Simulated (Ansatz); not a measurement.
**KI and the effect of the functional**

```yaml
crystal:
  lattice:
    - [0.00000, 3.53277, 3.53277]
    - [3.53277, 0.00000, 3.53277]
    - [3.53277, 3.53277, 0.00000]
  atoms:
    - { symbol: I, position: [0.50000, 0.50000, 0.50000] }
    - { symbol: K, position: [0.00000, 0.00000, 0.00000] }
```

Kept alike: task single point; k mesh 6 × 6 × 6; occupations fermi-dirac, width 0.05 eV; no spin polarisation. Program: Ansatz, PAW datasets made for the crystal. Cutoffs run from 200 to 290 eV. The mesh is that of the run's cell of 2 atoms. No spin-orbit coupling.

| functional | band gap (eV) |
| --- | --- |
| HSE06 | 4.962 |
| PBE | 3.966 |
| PBE0 | 5.649 |

Spin-orbit coupling, left out here, moves the band edges of heavy atoms and can close or invert small gaps. A gap read on the mesh alone can miss an edge between its points.

The band gap runs from 3.966 (PBE) to 5.649 eV (PBE0). From PBE: HSE06 +0.996; PBE0 +1.683. Measured: 6.32 eV (a printed reference work); nearest PBE0, 0.671 eV off. Semilocal gaps fall short of quasiparticle gaps.
